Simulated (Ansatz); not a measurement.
**Electric field gradients in TaN at a changed volume**

The cell is a COD entry, relaxed with PBE at fixed cell and then changed (volume scaled by 1.06, ions relaxed).

```cif
data_structure
_symmetry_space_group_name_H-M 'P 1'
_symmetry_Int_Tables_number 1
_cell_length_a 2.9956
_cell_length_b 2.9956
_cell_length_c 2.9395
_cell_angle_alpha 90.000
_cell_angle_beta 90.000
_cell_angle_gamma 120.000
_cell_volume 22.84
loop_
_atom_site_label
_atom_site_type_symbol
_atom_site_fract_x
_atom_site_fract_y
_atom_site_fract_z
_atom_site_occupancy
Ta1 Ta 0.33333 0.66667 0.50000 1
N2 N 0.00000 0.00000 0.00000 1
```

Atoms are numbered from 1 in the order listed; like atoms form one site, named after its first atom.

Computed with Ansatz: DFT, PBE, plane waves and PAW, scalar-relativistic, collinear spin, 420 eV cutoff, Γ-centred 18×18×16 k-points, Fermi–Dirac smearing 0.05 eV. Start moments as typed (μB): 2 on each Ta, none on the rest.

C_Q = eQV_zz/h, which is 24.18 MHz for Q = 1 b and V_zz = 10²¹ V/m²; η = (V_xx − V_yy)/V_zz.

¹⁸¹Ta: I = 7/2, Q = 3170 mb; ¹⁴N: I = 1, Q = 20.44 mb. Nuclear quadrupole moments: year-2017 set (Pyykkö).

Task: Give the quadrupolar parameters of the distinct sites.

Result: 

| site | atoms (order as listed) | first shell | V_zz (10²¹ V/m²) | η | C_Q (MHz) |
| --- | --- | --- | --- | --- | --- |
| Ta | 1 | 6 N at 2.27 Å | 5.93 | 0.00 | 454 |
| N | 2 | 6 Ta at 2.27 Å | 0.19 | 0.00 | 0.092 |

An axis of threefold or higher order runs through Ta and N, so V_zz lies along it and η is zero.

The run finds no gap above 0.1 eV (a metal, or nearly one), so the gradients can move by 10 % or more with the k-mesh. Without spin–orbit coupling the gradients at and beside Ta can be off by some per cent, at some sites by more. With these PAW files V_zz is typically within 2 to 3 % of all-electron values, but misses above 10 % occur on Ta. Semilocal functionals make gaps too small and can close them, so the real compound need not be a metal. At this changed cell the PBE pressure is -14 GPa. The start moments die out, and the run ends without spin.

The relaxation (1 step) took 23 s of wall time (23 s of CPU time) and 0.61 GiB at its peak, on 1 thread of Intel Xeon 6975P-C (Granite Rapids) (x86_64; 16 cores open to the job, memory cap 3.0 GiB, no GPU), a shared host with a load of 1.6 a core.
